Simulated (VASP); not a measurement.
Set up this calculation in VASP 6.6.1, as the native input.

| Item | Value |
| --- | --- |
| Task | single point |
| Functional | PBEsol |
| Potentials or basis | VASP PAW PBE potentials, release 64 (Al) |
| Cutoff | 520 eV |
| k mesh | 8 × 8 × 8 |
| Occupations | gaussian, width 0.1 eV |
| Spin | no spin polarisation |
| Dipole correction | no |
| Further INCAR settings | ALGO = Fast; EDIFF = 1e-06; NBANDS = 8 |

The structure of Al lies in POSCAR:

```
Al
1.0
   -1.4193662388      1.4193662388      2.0133047723
    1.4193662388     -1.4193662388      2.0133047723
    1.4193662388      1.4193662388     -2.0133047723
Al
1
Direct
    0.0000000000      0.0000000000      0.0000000000
```

The cell was built by a generator and needn't be a form met in nature.

The input as run:

INCAR

```
SYSTEM = Al
PREC = Accurate
ENCUT = 520
EDIFF = 1E-6
ISMEAR = 0
SIGMA = 0.1
LREAL = .FALSE.
LASPH = .TRUE.
NELM = 100
ALGO = Fast
ISIF = 2
LWAVE = .FALSE.
LCHARG = .TRUE.
GGA = PS
LELF = .TRUE.
LVHAR = .TRUE.
NBANDS = 8
```

KPOINTS

```
Automatic mesh
0
G
  8 8 8
  0 0 0
```

Potentials or basis: VASP PAW PBE potentials, release 64 (Al).

Command:

```bash
$ cat potpaw_PBE.64/Al/POTCAR > POTCAR
$ mpirun -np 1 vasp_std > vasp.out
```

It gave:

- Pressure: 0.0 GPa
- Band gap on the k mesh: none (metal or under the smearing width)

Caveat: the k mesh is coarse (spacing up to 0.39 Å⁻¹), so the values aren't converged; the PAW data sets were made with another functional, which shifts forces and pressure a little.

Run time: 3.3 s on 1 thread of Intel(R) Xeon(R) 6975P-C (Granite Rapids), with other jobs on the host, peak memory 0.13 GiB.
